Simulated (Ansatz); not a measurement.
**WS2 (single layer cut from the bulk crystal) (one layer): bands on a dense mesh**

Is WS2 (single layer cut from the bulk crystal) (one layer) a metal, and what do its states look like over the zone? Levels and slopes are computed on a dense mesh; the geometry is as given.

Program: Ansatz 0.2.0. Level of theory: DFT PBE, scalar-relativistic, plane waves, PAW; levels and slopes on a dense k mesh at the converged density. These are calculated values, not measurements.

## Step 1: The starting structure

Symmetry: P-6m2, No. 187, hexagonal system. Conventional cell: a = 3.183 Å, b = 3.183 Å, c = 16.127 Å, α = 90.00°, β = 90.00°, γ = 120.00°. W (site symmetry -6m2) is surrounded by 6 S at 2.42 Å. Around S (site symmetry 3m) lie 3 W at 2.42 Å.

Structure file:

```
W S
1.0
     3.18312    0.00000    0.00000
    -1.59156    2.75666    0.00000
     0.00000    0.00000   16.12725
W S
1 2
Direct
  0.00000 0.00000 0.50000
  0.33333 0.66667 0.40282
  0.33333 0.66667 0.59718
```

The structure comes from the Materials Project (structure only) and is not relaxed.

## Step 2: Self-consistency and the dense mesh

Input file input.yaml:

```yaml
crystal:
  lattice:
    - [3.18312255, 0.0, 0.0]
    - [-1.59156128, 2.756665, 0.0]
    - [0.0, 0.0, 16.12725189]
  atoms:
    - { symbol: W, position: [0.0, 0.0, 0.5] }
    - { symbol: S, position: [0.33333333, 0.66666667, 0.40281784] }
    - { symbol: S, position: [0.33333333, 0.66666667, 0.59718216] }
basis:
  ecutwfc: 420
kpoints:
  mp_grid: { grid: [24, 24, 1] }
hamiltonian:
  xc: pbe
scf:
  occupations: { method: gaussian, width: 0.05 }
output:
  forces: true
  eigenvalues: true
  eigenstates:
    nscf_kmesh: { grid: [72, 72, 1] }
    top_band: c6
    de_dk: true
    localisation: true
checkpoint:
  write: ck
  compress: false
  write_wavefunctions: false
  write_every: 100000
```

Started as:

```
$ ansatz run input.yaml --threads 1 --pin off --max-ram 3072MiB --backend cpu --events-out ev --progress --plain --runs-dir out
```

What it wrote:

```text
Warning: RAYON_NUM_THREADS=1 ignored (pool sized by the plan → 1); use --threads N
Engine: ansatz 0.2.0, aarch64-unknown-linux-gnu
Pseudopotentials: kind: paw
Pseudopotential: W, paw, valence charge 14, recommended cutoff 420 eV (normal), W.paw.azcp
Pseudopotential: S, paw, valence charge 6, recommended cutoff 420 eV (normal), S.paw.azcp
Functional definition: PBE
  parameter kappa = 0.804
  parameter beta = 0.06672455060314922
  exchange = pbe_x(kappa = kappa, mu = beta*pi^2/3)
  correlation = pbe_c(beta = beta)
Crystal: 3 atoms, lattice volume = 141.513 Å³
Basis set: ecut = 420 eV, 2777 PW (Γ), exchange–correlation on 48×48×216 points (8 copies of the dense FFT grid, shifted against one another)
Bands: 17, of which v1, the nominal top of the filled ones, is band 13 counted from 1 (12 counted from 0)
Symmetry: 12 space group operations
Space group: P-6m2 (ITA 187), of the structure as read, at distance tolerance 5.2e-5 Å
k-points: 61 of 576 (time reversal used)
Non-local potential: W, projectors of the file, l = 0: 3, l = 1: 2, l = 2: 2, l = 3: 1
Non-local potential: S, projectors of the file, l = 0: 2, l = 1: 2, l = 2: 2
PAW form: soft (Blöchl's): semilocal exchange-correlation on the pseudo side does not see the compensation charge
PAW one-centre angular grid: W, 590 points (default); XC on 64 Gauss nodes
PAW one-centre angular grid: S, 110 points (default); XC on 64 Gauss nodes
Initial density: superposition of atomic densities (neutral atoms: chi_scale 0, normalization atom), corrected by the library's trained network
Initial wavefunctions: pseudopotential atomic-orbital guess
Functional: x = pbe(κ = 0.804, μ = 0.2195149727645171), c = pbe(β = 0.06672455060314922)
SCF iter   1: F=—  HF=-12191.430906 eV  |F-HF|=—  |Δ(HF+E_count)|=         —  Δρ=3.51e-3  dr2=2.11e-2  ethr=1.77e-3  ⟨swp⟩=8.9  Hψ=7167  notcnv=0
preconditioner: auto → none  [insulator: Δε(μ)=1.798 eV  Ē_g=8.685 eV  σ=0.050 eV  W_gap=1.00  n_scr=10 (ndim 8)  ℏωp=13.2 eV  f_vac=0.592  D(μ)=0.00/eV (n_scr^D=0)  ε∞_Penn≈3.3]
SCF iter   2: F=—  HF=-12191.442812 eV  |F-HF|=—  |Δ(HF+E_count)|=   1.19e-2  Δρ=3.65e-3  dr2=6.11e-2  ethr=8.10e-5  ⟨swp⟩=3.7  Hψ=2890  notcnv=0
SCF iter   3: F=—  HF=-12191.434461 eV  |F-HF|=—  |Δ(HF+E_count)|=   8.35e-3  Δρ=1.34e-3  dr2=1.90e-3  ethr=8.10e-5  ⟨swp⟩=2.2  Hψ=1715  notcnv=0
SCF iter   4: F=—  HF=-12191.436207 eV  |F-HF|=—  |Δ(HF+E_count)|=   1.75e-3  Δρ=2.41e-4  dr2=2.57e-5  ethr=7.32e-6  ⟨swp⟩=2.0  Hψ=1460  notcnv=0
SCF iter   5: F=—  HF=-12191.436237 eV  |F-HF|=—  |Δ(HF+E_count)|=   3.04e-5  Δρ=4.37e-5  dr2=3.04e-6  ethr=9.90e-8  ⟨swp⟩=3.4  Hψ=2382  notcnv=0
SCF iter   6: F=—  HF=-12191.436237 eV  |F-HF|=—  |Δ(HF+E_count)|=   1.58e-8  Δρ=1.10e-5  dr2=1.47e-7  ethr=1.17e-8  ⟨swp⟩=2.1  Hψ=1532  notcnv=0
SCF iter   7: F=—  HF=-12191.436237 eV  |F-HF|=—  |Δ(HF+E_count)|=   2.80e-8  Δρ=2.34e-6  dr2=1.51e-8  ethr=5.67e-10  ⟨swp⟩=2.9  Hψ=2267  notcnv=0
SCF iter   8: F=—  HF=-12191.436237 eV  |F-HF|=—  |Δ(HF+E_count)|=   8.68e-9  Δρ=7.40e-7  dr2=1.68e-9  ethr=5.82e-11  ⟨swp⟩=2.4  Hψ=1564  notcnv=0
SCF iter   9: F=—  HF=-12191.436237 eV  |F-HF|=—  |Δ(HF+E_count)|=  3.78e-10  Δρ=1.08e-7  dr2=2.88e-11  ethr=6.47e-12  ⟨swp⟩=2.0  Hψ=1427  notcnv=0
SCF iter  10: F=-12191.436237 eV  HF=-12191.436237 eV  |F-HF|=3.64e-12  |Δ(HF+E_count)|=  7.28e-12  Δρ=1.83e-8  dr2=1.27e-12  ethr=1.00e-12  ⟨swp⟩=8.9  Hψ=6571  notcnv=0
SCF 1 converged in 10 iterations: F = -12191.436237 eV  dr2 = 1.27e-12
NSCF: frozen V_eff on 469 k-points
SCF converged after 10 iterations
Free energy (F): -12191.436237 eV
Harris-Foulkes:  -12191.436237 eV  (|F-HF|=3.64e-12)
Internal energy: -12191.436237 eV  (E = F + TS)
E sigma→0 (E₀):  -12191.436237 eV
Fermi energy:    1.509436 eV
--- Per-component energies (eV) ---
  E_band       = -458.140534
  E_kinetic    = 665.471610
  E_local      = -11479.360485  (includes V_loc(G=0)·N_el)
  E_nonlocal   = 57.264646
  E_hartree    = 5424.032609
  E_xc         = -461.799879
  E_vxc        = -414.531717  (∫ρ·V_xc dr)
  E_paw        = -9763.086877  (= ΣΔE_a)
  E_vpaw       = -135.049844  (= ΣTr[D̂ρ^β])
  E_aug_tail   = -0.000060  (compensation charges beyond the density's cutoff)
  E_ewald      = 3366.042199
  E_smearing   = -0.000000  (= −TS)
  E_closure    = 0.000000  (closes the sum)
  Σ components = -12191.436237   (vs F -12191.436237, Δ=0.00e0)
--- Forces (eV/Å), atoms counted from 1 ---
  atom   1  W     -0.00000000     0.00000000     0.00000000
  atom   2  S      0.00000000    -0.00000000    -0.10607759
  atom   3  S     -0.00000000    -0.00000000     0.10607759
  max |Σ_I F_I| component: 1.39e-17 eV/Å
--- Band table (eV; the first three rows and the last of 61) ---
  k-point 0: bands = ["-73.3476", "-37.6251", "-37.4737", "-37.4737", "-14.1531", "-12.5095", "-5.7286", "-2.2571", "-2.2571", "-1.4928", "-1.0222", "-1.0222", "0.5719", "3.4917", "3.4917", "3.6511", "3.6511"]
  k-point 1: bands = ["-73.3474", "-37.6241", "-37.4795", "-37.4750", "-14.1243", "-12.4990", "-5.6940", "-2.3354", "-2.2287", "-1.6304", "-1.0695", "-0.9329", "0.5589", "3.4591", "3.5481", "3.5700", "3.6240"]
  k-point 2: bands = ["-73.3465", "-37.6210", "-37.4965", "-37.4790", "-14.0390", "-12.4680", "-5.5921", "-2.5535", "-2.1451", "-1.9037", "-1.2013", "-0.8098", "0.5130", "3.3731", "3.3927", "3.5489", "3.7053"]
  k-point 60: bands = ["-73.3288", "-37.7220", "-37.6888", "-37.5558", "-11.7266", "-11.6111", "-5.1492", "-4.7403", "-3.8728", "-3.2786", "-2.6279", "-1.7548", "0.6020", "2.4169", "3.9607", "4.6450", "6.1349"]
```

Run time: 1.8 min. Hardware: 1 thread of Arm Neoverse V2, shared host; peak memory 0.85 GiB.

The time includes the short passes below, which read the saved density.

## Step 3: What the table of eigenstates holds

Levels at named points, in eV from the valence-band top, on the 72×72×1 mesh:

| band | Γ | K | M | lowest | highest |
| --- | --- | --- | --- | --- | --- |
| 13 | -0.03 | 0.00 | -0.92 | -1.20 | 0.00 |
| 14 | 2.89 | 1.81 | 2.85 | 1.81 | 2.89 |

## Step 4: Curvature at the band extrema

A second pass solves small stars of points around each extremum from the saved density; its log was not kept.

Input file input.yaml:

```yaml
crystal:
  lattice:
    - [3.18312255, 0.0, 0.0]
    - [-1.59156128, 2.756665, 0.0]
    - [0.0, 0.0, 16.12725189]
  atoms:
    - { symbol: W, position: [0.0, 0.0, 0.5] }
    - { symbol: S, position: [0.33333333, 0.66666667, 0.40281784] }
    - { symbol: S, position: [0.33333333, 0.66666667, 0.59718216] }
basis:
  ecutwfc: 420
kpoints:
  mp_grid: { grid: [24, 24, 1] }
hamiltonian:
  xc: pbe
scf:
  occupations: { method: gaussian, width: 0.05 }
checkpoint:
  read: start.run
  post_process_only: true
output:
  eigenstates:
    kpoints:
      - [0.3333333, -0.6666667, 0.0]
      - [0.3394126, -0.6697063, 0.0]
      - [0.327254, -0.663627, 0.0]
      - [0.3333333, -0.6614018, 0.0]
      - [0.3333333, -0.6719315, 0.0]
      - [0.0, 0.0, 0.0]
      - [0.0060793, -0.0030397, 0.0]
      - [-0.0060793, 0.0030397, 0.0]
      - [0.0, 0.0052648, 0.0]
      - [0.0, -0.0052648, 0.0]
      - [0.3333333, -0.6666667, 0.0]
      - [0.3394126, -0.6697063, 0.0]
      - [0.327254, -0.663627, 0.0]
      - [0.3333333, -0.6614018, 0.0]
      - [0.3333333, -0.6719315, 0.0]
      - [0.1666667, 0.1666667, 0.0]
      - [0.172746, 0.163627, 0.0]
      - [0.1605874, 0.1697063, 0.0]
      - [0.1666667, 0.1719315, 0.0]
      - [0.1666667, 0.1614018, 0.0]
    top_band: c6
    de_dk: true
```

Valence band: two equivalent maxima at K, mass 0.41 mₑ in all directions; one maximum at Γ, 0.03 eV below the edge, mass 2.78 mₑ in all directions.

Conduction band: two equivalent minima at K, mass 0.30 mₑ in all directions; six equivalent minima on the K–Γ line, 0.22 eV above the edge, principal masses 0.59 and 0.79 mₑ.

## Step 5: What came out

| quantity | value |
| --- | --- |
| gap | 1.81 eV, direct |
| valence top | two equivalent maxima at K, mass 0.41 mₑ in all directions |
| conduction bottom | two equivalent minima at K, mass 0.30 mₑ in all directions |

In words: The gap is direct, 1.81 eV at this level of theory. Another valley lies within 0.05 eV of an edge, so the kind of gap can change with the cell or the functional. Spin-orbit coupling is left out; with W it can split, shift or remove band edges.

These are semilocal Kohn-Sham gaps, which aren't the measured quantity. Such gaps usually fall short of the measured ones.
